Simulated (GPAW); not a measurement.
# Optical response of RbBr

Wanted: where RbBr starts to absorb, how strongly, and its refractive index. The cell comes from an older database entry, whose edges can differ from later determinations, mostly by under a per cent.

Calculated with GPAW 26.7.0; DFT, LDA, plane-wave PAW (GPAW data sets), scalar-relativistic, RPA, optical limit.

The database entry behind the starting cell differs from later determinations by our own check (about 0.5 % short), so it need not match the best structure at ambient conditions.

### 1. Set-up

It takes space group Fm-3m (No. 225, cubic). The conventional cell has a = 6.854 Å, b = 6.854 Å, c = 6.854 Å, α = 90.00°, β = 90.00°, γ = 90.00°. Rb has 6 Br at 3.43 Å nearest. Nearest to Br lie 6 Rb at 3.43 Å. Farther neighbours and most contacts between anions are not listed.

### 2. Ground state

The self-consistent density comes first; it also tells whether there is a gap, which decides the occupations and the need for a Drude term.

This step: DFT, LDA, plane-wave PAW (GPAW data sets), scalar-relativistic, ground state (GPAW 26.7.0).

gs.py

```python
from ase import Atoms
from ase.dft.bandgap import bandgap
from gpaw import GPAW, PW, FermiDirac

atoms = Atoms(['Rb', 'Br'],
              cell=[[0.000000000000, 3.427000000000, 3.427000000000],
                    [3.427000000000, 0.000000000000, 3.427000000000],
                    [3.427000000000, 3.427000000000, 0.000000000000]],
              scaled_positions=[[0.000000000000, 0.000000000000, 0.000000000000],
                                [0.500000000000, 0.500000000000, 0.500000000000]],
              pbc=[True, True, True])
atoms.calc = GPAW(mode=PW(500), xc='LDA', kpts={'size': (6, 6, 6), 'gamma': True},
                  occupations=FermiDirac(0.05), maxiter=150, txt='gs.txt')
print('energy (eV)', atoms.get_potential_energy())
print('Fermi level (eV)', atoms.calc.get_fermi_level())
print('valence electrons', atoms.calc.get_number_of_electrons())
print('gap (eV)', bandgap(atoms.calc, output=None)[0])
print('direct gap (eV)', bandgap(atoms.calc, direct=True, output=None)[0])
atoms.calc.write('gs.gpw')
```

Started as:

```
OMP_NUM_THREADS=1 python gs.py
```

Numbers of over 12 decimals in the logs are rounded to 6 here.

Log:

```text
__  _  _
 | _ |_)|_||  |
 |__||  | ||/\| - 26.7.0

Versions:
  Python: 3.12.14
  ASE:    3.29.0
  Numpy:  2.5.5
  Scipy:  1.18.1
  Libxc:  7.0.0

Input parameters:
  mode=PW(ecut=500.0),
  kpts=MonkhorstPack(size=(6, 6, 6), gamma=True),
  maxiter=150,
  occupations=Occupations(name='fermi-dirac', width=0.05, fixmagmom=False),
  xc=XC(name='LDA')

Diagonalizing LCAO Hamiltonian
Converting LCAO to pw mode

                  Br

       Rb

Atoms  # Å, Bohr magnetons
|   | symbol |        x |        y |        z |    initial magnetic moments |
| 0 |     Rb | 0.000000 | 0.000000 | 0.000000 | ( 0.0000,  0.0000,  0.0000) |
| 1 |     Br | 3.427000 | 3.427000 | 3.427000 | ( 0.0000,  0.0000,  0.0000) |

Unit cell  # Å
| periodic |        x |        y |        z |  lengths |    angles |
|      yes | 0.000000 | 3.427000 | 3.427000 | 4.846510 | 60.000000 |
|      yes | 3.427000 | 0.000000 | 3.427000 | 4.846510 | 60.000000 |
|      yes | 3.427000 | 3.427000 | 0.000000 | 4.846510 | 60.000000 |

Number of symmetries: 48
Symmetry operations  # r_c * U_cc + t_c -> r_c
|    | kind |            matrix            |
|  0 |  σ   |  1, 0, 0,  1, 0,-1,  1,-1, 0 |
|  1 |  C2  |  1, 0, 0,  1,-1, 0,  1, 0,-1 |
|  2 |  E   |  1, 0, 0,  0, 1, 0,  0, 0, 1 |
|  3 |  σ   |  1, 0, 0,  0, 0, 1,  0, 1, 0 |
|  4 |  C4  |  1, 0,-1,  1, 0, 0,  1,-1, 0 |
|  5 |  S6  |  1, 0,-1,  1,-1, 0,  1, 0, 0 |
|  6 |  σ   |  1, 0,-1,  0, 1,-1,  0, 0,-1 |
|  7 |  C3  |  1, 0,-1,  0, 0,-1,  0, 1,-1 |
|  8 |  S6  |  1,-1, 0,  1, 0, 0,  1, 0,-1 |
|  9 |  C4  |  1,-1, 0,  1, 0,-1,  1, 0, 0 |
| 10 |  C3  |  1,-1, 0,  0,-1, 1,  0,-1, 0 |
| 11 |  σ   |  1,-1, 0,  0,-1, 0,  0,-1, 1 |
| 12 |  σ   |  0, 1, 0,  1, 0, 0,  0, 0, 1 |
| 13 |  C4  |  0, 1, 0,  0, 1,-1, -1, 1, 0 |
| 14 |  C3  |  0, 1, 0,  0, 0, 1,  1, 0, 0 |
| 15 |  S6  |  0, 1, 0, -1, 1, 0,  0, 1,-1 |
| 16 |  C2  |  0, 1,-1,  1, 0,-1,  0, 0,-1 |
| 17 |  σ   |  0, 1,-1,  0, 1, 0, -1, 1, 0 |
| 18 |  S4  |  0, 1,-1,  0, 0,-1,  1, 0,-1 |
| 19 |  C4  |  0, 1,-1, -1, 1, 0,  0, 1, 0 |
| 20 |  C3  |  0, 0, 1,  1, 0, 0,  0, 1, 0 |
| 21 |  σ   |  0, 0, 1,  0, 1, 0,  1, 0, 0 |
| 22 |  S6  |  0, 0, 1,  0,-1, 1, -1, 0, 1 |
| 23 |  C4  |  0, 0, 1, -1, 0, 1,  0,-1, 1 |
| 24 |  S4  |  0, 0,-1,  1, 0,-1,  0, 1,-1 |
| 25 |  C3  |  0, 0,-1,  0, 1,-1,  1, 0,-1 |
| 26 |  C2  |  0, 0,-1,  0,-1, 0, -1, 0, 0 |
| 27 |  S6  |  0, 0,-1, -1, 0, 0,  0,-1, 0 |
| 28 |  S4  |  0,-1, 1,  1,-1, 0,  0,-1, 0 |
| 29 |  C4  |  0,-1, 1,  0, 0, 1, -1, 0, 1 |
| 30 |  C2  |  0,-1, 1,  0,-1, 0,  1,-1, 0 |
| 31 |  σ   |  0,-1, 1, -1, 0, 1,  0, 0, 1 |
| 32 |  C3  |  0,-1, 0,  1,-1, 0,  0,-1, 1 |
| 33 |  S6  |  0,-1, 0,  0, 0,-1, -1, 0, 0 |
| 34 |  S4  |  0,-1, 0,  0,-1, 1,  1,-1, 0 |
| 35 |  C2  |  0,-1, 0, -1, 0, 0,  0, 0,-1 |
| 36 |  C2  | -1, 1, 0,  0, 1, 0,  0, 1,-1 |
| 37 |  S6  | -1, 1, 0,  0, 1,-1,  0, 1, 0 |
| 38 |  S4  | -1, 1, 0, -1, 0, 1, -1, 0, 0 |
| 39 |  C3  | -1, 1, 0, -1, 0, 0, -1, 0, 1 |
| 40 |  S6  | -1, 0, 1,  0, 0, 1,  0,-1, 1 |
| 41 |  C2  | -1, 0, 1,  0,-1, 1,  0, 0, 1 |
| 42 |  C3  | -1, 0, 1, -1, 1, 0, -1, 0, 0 |
| 43 |  S4  | -1, 0, 1, -1, 0, 0, -1, 1, 0 |
| 44 |  C2  | -1, 0, 0,  0, 0,-1,  0,-1, 0 |
| 45 |  i   | -1, 0, 0,  0,-1, 0,  0, 0,-1 |
| 46 |  σ   | -1, 0, 0, -1, 1, 0, -1, 0, 1 |
| 47 |  C2  | -1, 0, 0, -1, 0, 1, -1, 1, 0 |

BZ-sampling:
  Number of BZ points: 216
  Number of IBZ points: 16

  Monkhorst-Pack size: [6, 6, 6]
  Monkhorst-Pack shift: [0.083333, 0.083333, 0.083333]

K-points  # in reciprocal-cell coordinates
|     |                                coordinates |     weight |
|   0 | (  0.00000000,   0.00000000,   0.00000000) | 0.00462963 |
|   1 | (  0.16666667,   0.16666667,   0.00000000) | 0.02777778 |
|   2 | (  0.16666667,   0.16666667,   0.16666667) | 0.03703704 |
|   3 | (  0.33333333,   0.16666667,   0.16666667) | 0.05555556 |
|   4 | (  0.33333333,   0.33333333,  -0.33333333) | 0.05555556 |
|   5 | (  0.33333333,   0.33333333,   0.00000000) | 0.02777778 |
|   6 | (  0.33333333,   0.33333333,   0.16666667) | 0.11111111 |
|   7 | (  0.33333333,   0.33333333,   0.33333333) | 0.03703704 |
|   8 | (  0.50000000,   0.33333333,  -0.33333333) | 0.11111111 |
|   9 | (  0.50000000,   0.33333333,  -0.16666667) | 0.05555556 |
| ... |                                            |            |
|  15 | (  0.50000000,   0.50000000,   0.50000000) | 0.01851852 |

Plane wave coefficients: 2085
Cutoff: 500.0 eV

Spin-components: 1 (collinear spins)
Bands:           9
Projectors:      10
Spin-degeneracy: 2
Datatype:        complex128

Parallelization:
  kpt:    1
  domain: 1
  band:   1

Density:
  Valence electrons: 16.0
  Components: 1
  Grid points: [25 25 25]
  Charge: 0.0  # |e|

Potential:
  Grid points: [25 25 25]

species:
  Rb:
    name:    Rubidium
    id:
    Z:       37.0
    valence: 9
    core:    28
    charge:  0.0  # [|e|]
    compensation charges:
      type: gauss
      rc: 0.38  # [Å]
      lmax: 2
    cutoffs:
      filter: 2.43  # [Å]
      core: 1.99  # [Å]
    projectors
    | kind |    occ | energy [eV] | rcut [Å] |
    |   4s |  2.000 |     -31.956 |    1.376 |
    |   5s |  1.000 |      -2.362 |    1.376 |
    |   4p |  6.000 |     -16.035 |    1.270 |
    |    p |        |      11.177 |    1.270 |
    |    d |        |       0.000 |    1.217 |

    Using partial waves for Rb as LCAO basis

  Br:
    name:    Bromine
    id:
    Z:       35.0
    valence: 7
    core:    28
    charge:  0.0  # [|e|]
    compensation charges:
      type: gauss
      rc: 0.35  # [Å]
      lmax: 2
    cutoffs:
      filter: 1.98  # [Å]
      core: 2.38  # [Å]
    projectors
    | kind |    occ | energy [eV] | rcut [Å] |
    |   4s |  2.000 |     -20.306 |    1.111 |
    |   4p |  5.000 |      -8.003 |    1.111 |
    |    s |        |       6.906 |    1.111 |
    |    p |        |      19.208 |    1.111 |
    |    d |        |       0.000 |    1.111 |

    Using partial waves for Br as LCAO basis

Reference energy: -151819.301099  # eV

eigensolver:
  PPCG
  Converge bands: occupied
  niter=2

density mixing:
  MSR1-Mixer
  Pratt-step length: 0.05
  Maximum mixing coefficient: 0.75
  Old densities: 10
  SVD Regularization: 0.005
  Good broyden scale: 1.0
  Trust region scale: 1.0
  Backstep threshold: 4.0
  History deletion threshold: 6.0
  Fourier metric: weight=20.0, sigma=0.015

occupation numbers:
  Fermi-Dirac:
    width: 0.0500  # eV

poisson solver:
  ecut: 4000.0  # eV

xc functional:
  name: None

convergence criteria:
- Maximum [total energy] change in last 3 cyles: 0.0005 eV / valence electron
- Maximum integral of absolute [dens]ity change: 0.0001 electrons / valence electron
- Maximum integral of absolute [eigenst]ate change: 4e-08 eV^2 / valence electron
maximum number of iterations: 150

SCF iterations
|iter     |      energy | eigst |  dens |
|iter:   1||   -6.833883 | -0.97 |       |
|iter:   2||   -6.803749 | -2.97 | -1.30 |
|iter:   3||   -6.673336 | -1.89 | -1.34 |
|iter:   4||   -6.670614 | -3.50 | -1.75 |
|iter:   5||   -6.670742c| -4.55 | -2.16 |
|iter:   6||   -6.670770c| -5.93 | -2.97 |
|iter:   7||   -6.670771c| -7.29 | -3.57 |
|iter:   8||   -6.670771c| -8.36c| -4.27c|

Converged in 8 steps
SCF loop duration: 3.601 s (0.450 s/step)
Energy contributions relative to reference atoms: (reference = -151819.301099)

Energy contributions:
  Kinetic:           7.188545
  Coulomb:          -7.151381
  Zero:             -0.043291
  External:          0.000000
  Xc:               -6.664644
  Entropy:          -0.000000
  Spinorbit:         0.000000
  ----------------------------
  Free energy:      -6.670771
  Extrapolated:     -6.670771

dipole moment: (-26.078288, -26.078288, -26.078288)  # |e|*Ang

Fermi level: 1.287
Eigenvalues  # (at kpt = [0.000, 0.000, 0.000])
| band index |      eig [eV] | occ [0-2] |
|          0 |       -24.714 |     2.000 |
|          1 |       -12.617 |     2.000 |
|          2 |        -8.804 |     2.000 |
|          3 |        -8.804 |     2.000 |
|          4 |        -8.804 |     2.000 |
|          5 |        -0.377 |     2.000 |
|          6 |        -0.377 |     2.000 |
|          7 |        -0.377 |     2.000 |
|          8 |         3.576 |     0.000 |

Gap: 3.953 eV
Transition (v -> c):
  (s=0, k=0, n=7, [0.00, 0.00, 0.00]) -> (s=0, k=0, n=8, [0.00, 0.00, 0.00])
No difference between direct/indirect transitions

--- standard output ---
energy (eV) -6.670771
Fermi level (eV) 1.287281
valence electrons 16.0
gap (eV) 3.952672
direct gap (eV) 3.952672
```

Wall time 5.2 s (1 thread of Arm Neoverse V1, shared host); peak memory 0.14 GiB.

This step gave:

```
energy                 : -6.671 eV
Fermi energy           : 1.287 eV
gap on the k-mesh      : 3.953 eV
direct gap on the mesh : 3.953 eV
electrons              : 16
```

There is a gap, 3.95 eV on this mesh (points off the mesh can give less), so no carriers' term is needed.

### 3. Bands for the response

At the fixed density, many empty bands are solved on the mesh of the response, since the spectrum sums over them.

This step: DFT, LDA, plane-wave PAW (GPAW data sets), scalar-relativistic, bands at fixed density (GPAW 26.7.0).

nscf.py

```python
from ase.dft.bandgap import bandgap
from gpaw import GPAW, FermiDirac

calc = GPAW('gs.gpw').fixed_density(kpts={'size': (12, 12, 12), 'gamma': True}, nbands=53, convergence={'bands': 47},
                                    occupations=FermiDirac(0.001), txt='nscf.txt')
print('gap (eV)', bandgap(calc, output=None)[0])
print('direct gap (eV)', bandgap(calc, direct=True, output=None)[0])
print('top band over the Fermi level (eV)', min(calc.get_eigenvalues(kpt=k)[46] for k in range(len(calc.get_ibz_k_points()))) - calc.get_fermi_level())
calc.write('full.gpw', mode='all')
```

Started as:

```
OMP_NUM_THREADS=1 python nscf.py
```

Log:

```text
Diagonalizing LCAO Hamiltonian
Converting LCAO to pw mode
convergence criteria:
- Maximum integral of absolute [eigenst]ate change: 4e-08 eV^2 / valence electron
maximum number of iterations: 150

SCF iterations
|iter     |      energy | eigst |  dens |
|iter:   1||             | +3.87 |       |
|iter:   2||             | +2.53 |       |
|iter:   3||             | +1.47 |       |
|iter:   4||             | +0.10 |       |
|iter:   5||             | -1.12 |       |
|iter:   6||             | -2.19 |       |
|iter:   7||             | -3.11 |       |
|iter:   8||             | -4.12 |       |
|iter:   9||             | -5.02 |       |
|iter:  10||             | -5.99 |       |
|iter:  11||             | -6.74 |       |
|iter:  12||             | -7.26 |       |
|iter:  13||             | -7.79c|       |
SCF steps: 13
  __  _  _
 | _ |_)|_||  |
 |__||  | ||/\| - 26.7.0

Versions:
  Python: 3.12.14
  ASE:    3.29.0
  Numpy:  2.5.5
  Scipy:  1.18.1
  Libxc:  7.0.0

Input parameters:
  mode=PW(ecut=500.0),
  convergence={'bands': 47},
  gpts=array([25, 25, 25]),
  kpts=MonkhorstPack(size=(12, 12, 12), gamma=True),
  maxiter=150,
  nbands=53,
  occupations=Occupations(name='fermi-dirac', width=0.001, fixmagmom=False),
  parallel={},
  xc=XC(name='LDA')

--- standard output ---
gap (eV) 3.952672
direct gap (eV) 3.952672
top band over the Fermi level (eV) 30.100246
```

Wall time 2.4 min (1 thread); peak memory 0.3 GiB.

### 4. Dielectric function, RPA

Local fields let the induced charge screen the field inside the cell, which as a rule lowers ε, most along directions where the density is uneven.

This step: DFT, LDA, plane-wave PAW (GPAW data sets), scalar-relativistic, RPA, optical limit (GPAW 26.7.0).

df.py

```python
from gpaw.response.df import DielectricFunction

df = DielectricFunction('full.gpw', frequencies={'type': 'nonlinear', 'domega0': 0.03, 'omega2': 8},
                        ecut=50,
                        eta=0.1,
                        nbands=47,
                        txt='df.txt')
for direction in ['x']:
    df.get_dielectric_function(xc='RPA', direction=direction, filename=f'df_{direction}.csv')
```

Started as:

```
OMP_NUM_THREADS=1 python df.py
```

Log:

```text
Using integrator: PointIntegrator
NonLinearFrequencyDescriptor(from 0.000 to 59.990 eV, 488 points)
Nonperiodic BCs:  [False False False]
Using integrator: PointIntegrator
NonLinearFrequencyDescriptor(from 0.000 to 59.990 eV, 488 points)
Nonperiodic BCs:  [False False False]

Calculating chi0 body with:
    Ground state adapter containing:
    Number of spins: 1
    Number of kpoints: 1728
    Number of irreducible kpoints: 72
    Number of completely occupied states: 8
    Number of partially occupied states: 8

    Linear response parametrization:
    q_c: [0.0, 0.0, 0.0]
    Number of frequency points: 488
    Planewave cutoff: 50.0
    Number of bands: 47
    Number of planewaves: 59
    Broadening (eta): 0.1

Integrating chi0 body.

Symmetries of q_c:
    Direct symmetries (Uq -> q): 48
    Indirect symmetries (TUq -> q): 0
In total 48 allowed symmetries.

72 groups of equivalent kpoints. 95.833333% reduction.

Integral kind: spectral function

Calculating chi0 optical extensions with:
    Ground state adapter containing:
    Number of spins: 1
    Number of kpoints: 1728
    Number of irreducible kpoints: 72
    Number of completely occupied states: 8
    Number of partially occupied states: 8

    Linear response parametrization:
    Number of frequency points: 488
    Planewave cutoff: 50.0
    Number of bands: 47
    Number of planewaves: 59
    Broadening (eta): 0.1
Integrating chi0 head and wings.

Symmetries of q_c:
    Direct symmetries (Uq -> q): 48
    Indirect symmetries (TUq -> q): 0
In total 48 allowed symmetries.

72 groups of equivalent kpoints. 95.833333% reduction.

Integral kind: spectral function wings
```

The job ended after 18 s (1 thread; peak memory 0.29 GiB).

Read-outs, printed or worked out from the files:

* electronic dielectric constant ε∞, mean over x, y and z (by symmetry where fewer were run): 2.466
* main peak of Im epsilon, first axis: 6.978 eV
* centre of weight of the strongest loss peak in the window: 11.61 eV

Some rows of df_x.csv (energy; Re and Im without local fields; Re and Im with them):

```text
0.000000, 2.938276, -0.000000, 2.466030, -0.000000
0.429336, 2.943915, 0.002641, 2.470120, 0.001916
0.878195, 2.962215, 0.005563, 2.483398, 0.004038
1.347938, 2.996196, 0.009011, 2.508084, 0.006552
1.840057, 3.050866, 0.013414, 2.547893, 0.009783
2.356191, 3.135062, 0.019638, 2.609463, 0.014406
2.898142, 3.266411, 0.029906, 2.706342, 0.022204
3.467895, 3.490881, 0.053507, 2.875304, 0.041009
4.067647, 3.988112, 0.296307, 3.265903, 0.252641
4.699832, 3.910569, 0.766754, 3.101021, 0.653142
5.367152, 4.338570, 1.019028, 3.261593, 0.777951
6.072622, 4.394936, 2.473596, 3.371146, 1.506104
6.819608, 2.823071, 4.290130, 2.931923, 2.823996
7.611886, 1.363749, 2.115951, 1.171244, 1.737600
8.453705, 3.346639, 3.042913, 2.528179, 1.387492
9.349861, 0.303011, 3.562361, 1.653599, 2.673559
10.305790, -0.165684, 1.452371, 0.214334, 1.921733
11.327680, 0.776491, 0.979385, 0.594825, 1.022457
12.422601, 0.917867, 0.930159, 0.731120, 0.812893
13.598673, 2.032634, 0.622353, 1.174536, 0.299999
14.865263, 0.897590, 2.111955, 1.551021, 0.989138
```

Values under the direct gap are tails of Lorentzian lines. Im ε, E ∥ x against photon energy; read off at these points:

```tsv
photon energy (eV)	Im ε, E ∥ x
0.00	0
0.50	0.00224
1.00	0.00465
1.50	0.00747
2.00	0.0110
2.50	0.0161
3.00	0.0243
3.50	0.0430
4.00	0.184
4.50	0.549
5.00	0.801
5.50	0.890
6.00	1.48
6.50	2.08
7.00	3.25
7.50	1.93
8.00	1.06
8.50	1.54
9.00	2.39
9.50	2.69
9.62	2.72
10.00	2.21
10.50	1.57
11.00	1.04
11.50	0.947
12.00	0.734
12.50	0.757
13.00	0.441
13.50	0.306
14.00	0.442
14.50	0.761
```

The Re ε, E ∥ x by photon energy:

photon energy (eV), Re ε, E ∥ x and a bar:
```
      0.0       2.47 ####################
      0.5       2.47 ####################
      1.0       2.49 ####################
      1.5       2.52 #####################
      2.0       2.56 #####################
      2.5       2.63 ######################
      3.0       2.73 #######################
      3.5       2.89 ########################
      4.0       3.20 ###########################
      4.5       3.31 ############################
      5.0       3.37 ############################
      5.5       3.54 ##############################
      6.0       3.30 ############################
      6.5       3.12 ##########################
      7.0       1.91 ###############
      7.5       1.49 ###########
      8.0       1.81 ##############
      8.5       2.57 #####################
      9.0       2.29 ###################
      9.5       1.39 ##########
     10.0       0.58 ###
     10.5       0.27 
     11.0       0.43 ##
     11.5       0.53 ##
     12.0       0.66 ####
     12.5       0.69 ####
     13.0       0.79 #####
     13.5       1.09 ########
     14.0       1.47 ###########
     14.5       1.60 ############
```

Values under the direct gap are tails of Lorentzian lines. The Im ε, E ∥ x by photon energy; read off at these points:

```tsv
photon energy (eV)	without local fields	with local fields
0.00	0	0
0.50	0.00309	0.00224
1.00	0.00641	0.00465
1.50	0.0103	0.00747
2.00	0.0151	0.0110
2.50	0.0219	0.0161
3.00	0.0327	0.0243
3.50	0.0559	0.0430
4.00	0.218	0.184
4.50	0.650	0.549
5.00	0.990	0.801
5.50	1.27	0.890
6.00	2.39	1.48
6.50	3.35	2.08
6.87	4.31	2.99
7.00	3.98	3.25
7.50	2.55	1.93
8.00	1.69	1.06
8.50	3.39	1.54
9.00	4.23	2.39
9.50	3.30	2.69
9.62	3.01	2.72
10.00	2.05	2.21
10.50	1.24	1.57
11.00	0.861	1.04
11.50	0.908	0.947
12.00	0.811	0.734
12.50	0.833	0.757
13.00	0.565	0.441
13.50	0.560	0.306
14.00	1.72	0.442
14.50	2.46	0.761
```

The refractive index n and extinction k by photon energy:

```tsv
photon energy (eV)	n	k
0.0	1.57	0
0.5	1.57	7.1e-4
1.0	1.58	0.00147
1.5	1.59	0.00235
2.0	1.60	0.00345
2.5	1.62	0.00495
3.0	1.65	0.00736
3.5	1.70	0.0127
4.0	1.79	0.0513
4.5	1.83	0.150
5.0	1.85	0.217
5.5	1.90	0.235
6.0	1.86	0.397
6.5	1.85	0.562
7.0	1.69	0.966
7.5	1.40	0.690
8.0	1.40	0.379
8.5	1.67	0.462
9.0	1.67	0.713
9.5	1.49	0.905
10.0	1.20	0.925
10.5	0.963	0.813
11.0	0.883	0.591
11.5	0.899	0.526
12.0	0.906	0.405
12.5	0.926	0.408
13.0	0.920	0.239
13.5	1.05	0.146
14.0	1.23	0.180
14.5	1.30	0.293
```

Reflectivity at normal incidence, E ∥ x against photon energy; read off at these points:

```tsv
photon energy (eV)	reflectivity at normal incidence, E ∥ x (%)
0.00	4.92
0.50	4.95
1.00	5.02
1.50	5.15
2.00	5.35
2.50	5.63
3.00	6.05
3.50	6.72
4.00	8.05
4.50	8.81
5.00	9.40
5.50	10.2
6.00	10.8
6.50	12.3
7.00	17.2
7.50	10.2
8.00	5.13
8.50	9.00
9.00	12.6
9.50	15.1
9.82	17.7
10.00	15.7
10.31	17.2
10.50	14.7
11.00	9.33
11.50	7.41
12.00	4.57
12.50	4.44
13.00	1.70
13.50	0.569
14.00	1.67
14.50	3.27
```

Optical constants at common wavelengths, from n + ik = √ε:

```tsv
wavelength (nm)	n	k	R (%)	1/α
1550	1.57	0.001	5.0	106 µm
1064	1.58	0.002	5.1	48 µm
532	1.61	0.004	5.5	9.7 µm
450	1.64	0.006	5.8	6.0 µm
405	1.66	0.008	6.1	4.1 µm
308	1.80	0.056	8.2	435 nm
248	1.85	0.216	9.4	91 nm
```

Below the direct gap, k and the depth come from the tails of the Lorentzian lines, not from transitions.

Rows near the edge hang on the gap, which this functional as a rule makes too small, and phonon-assisted absorption is left out.

### 5. Results

- electronic dielectric constant ε∞, mean over x, y and z (by symmetry where fewer were run) (RPA): 2.47
- main peak of Im epsilon, first axis: 6.98 eV
- centre of weight of the strongest loss peak in the window, first axis: 11.6 eV

**Reading.** At this level (LDA, RPA) RbBr has ε∞ = 2.47 and n = 1.57 at 1550 nm, and Im ε peaks at 7.0 eV. On the mesh the gap is 3.95 eV and the least direct gap 3.95 eV. Local fields change the static value along x from 2.94 to 2.47 (-16 %). Distinct maxima of Im ε, read by a parabola through the highest points, lie at 4.62 eV (0.73), 5.25 eV (0.93), 6.98 eV (3.3) and 9.61 eV (2.7). Excitons and phonon-assisted transitions are missing; LDA gaps are as a rule too small, which pulls the onset down and ε∞ up. The sum runs over mesh points, so small or evenly spaced maxima can still be ripples of the mesh.

[Machine, clock and banner lines and Python warnings are left out of the logs.]

[Logs are printed without paths, hosts, clocks, repeated set-up lines and the standing remarks that a program may print on its own settings, such as how far it seeks lower states.]

[Hosts, paths, dates, database ids (printed as entryN), source tags and the programs' standing remarks are cut or masked in the printed files.]
